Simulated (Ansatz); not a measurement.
**AlP (F-43m): G0W0 against its settings**

AlP (F-43m) from a database structure, relaxed with r2SCAN; one-shot G0W0 in Ansatz without spin-orbit coupling. The values are computed, spin-unpolarised, and not measurements.

```cif
data_structure
_symmetry_space_group_name_H-M 'P 1'
_symmetry_Int_Tables_number 1
_cell_length_a 3.8739
_cell_length_b 3.8739
_cell_length_c 3.8739
_cell_angle_alpha 60.000
_cell_angle_beta 60.000
_cell_angle_gamma 60.000
_cell_volume 41.11
loop_
_atom_site_label
_atom_site_type_symbol
_atom_site_fract_x
_atom_site_fract_y
_atom_site_fract_z
_atom_site_occupancy
Al1 Al 0.00000 0.00000 0.00000 1
P1 P 0.75000 0.75000 0.75000 1
```

Gaps are read over the mesh points alone. G0W0 here is at a finite number of bands, screening cutoff and k mesh, not at the basis limit.

| start | potentials | frequency model | mesh | empty bands | screening cutoff (eV) | Kohn-Sham gap (eV) | G0W0 gap (eV) |
| --- | --- | --- | --- | --- | --- | --- | --- |
| PBE | PAW | contour deformation | 6×6×6 | 122 | 120 | 1.60 | 2.31 |
| PBE | PAW | contour deformation | 6×6×6 | 304 | 220 | 1.60 | 2.40 |
| PBE | PAW | contour deformation | 6×6×6 | 559 | 300 | 1.60 | 2.42 |
| HSE06 | PAW | contour deformation | 6×6×6 | 304 | 220 | 2.28 | 2.73 |
| r2SCAN | PAW | contour deformation | 6×6×6 | 304 | 220 | 1.92 | 2.59 |
| PBE0 | PAW | contour deformation | 6×6×6 | 304 | 220 | 2.96 | 2.91 |
| PBE | PAW | Godby-Needs pole | 6×6×6 | 304 | 220 | 1.60 | 2.33 |
| PBE | PAW | contour deformation | 8×8×8 | 66 | 80 | 1.60 | 2.20 |
| PBE | norm-conserving | contour deformation | 6×6×6 | 304 | 220 | 1.60 | 2.39 |

G0W0 moves the gap on the mesh from 1.60 eV (PBE) to 2.42 eV (Γ to X). Renormalisation factors Z lie between 0.74 and 0.79.

Raising bands and cutoff together moves the gap by +0.09 eV (120 to 220 eV), then +0.02 eV (220 to 300 eV); the last step is small, which bounds nothing strictly. Starting from HSE06 (2.28 eV against PBE's 1.60 eV) gives 2.73 eV, +0.33 eV from G0W0@PBE at the same screening cutoff. Starting from r2SCAN (1.92 eV against PBE's 1.60 eV) gives 2.59 eV, +0.19 eV from G0W0@PBE at the same screening cutoff. Starting from PBE0 (2.96 eV against PBE's 1.60 eV) gives 2.91 eV, +0.51 eV from G0W0@PBE at the same screening cutoff. The Godby-Needs plasmon pole differs from contour deformation by -0.07 eV. Norm-conserving potentials (wave cutoff 599 eV against 420 eV) shift the quasiparticle gap by -0.01 eV and the PBE gap by 0.00 eV. r2SCAN runs take a wave cutoff of 500 eV.
